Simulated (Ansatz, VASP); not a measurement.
**Two plane-wave programs on KBr**

```
CELL_PARAMETERS angstrom
0.00000 3.26483 3.26483
3.26483 0.00000 3.26483
3.26483 3.26483 0.00000
ATOMIC_POSITIONS crystal
K 0.00000 0.00000 0.00000
Br 0.50000 0.50000 0.50000
```

Change from the starting cell: volume scaled by 0.975, PAW files.

Alike in both runs: task electric field gradients; functional PBE; k mesh 7 × 7 × 7; occupations fermi-dirac, width 0.01 eV; no spin polarisation.

```csv
,VASP,Ansatz
version,VASP 6.6.1,Ansatz 0.2.0
potentials or method,"VASP PAW PBE potentials, release 64 (K_sv, Br)","PAW with Ansatz's default frozen-core files, scalar-relativistic"
plane-wave cutoff (eV),520,420
valence electrons in the cell,16,16
```

|  | VASP | Ansatz | Ansatz less VASP |
| --- | --- | --- | --- |
| gap on the k mesh at the Fermi level (eV) | 4.52 | 4.52 | +0.002 |
| pressure (GPa) | 1.3 | 1.3 | -0.04 |
| Vzz of the field gradient on the site that differs most (V/Å²) | 0.0 | 0.0 | 0.00 |
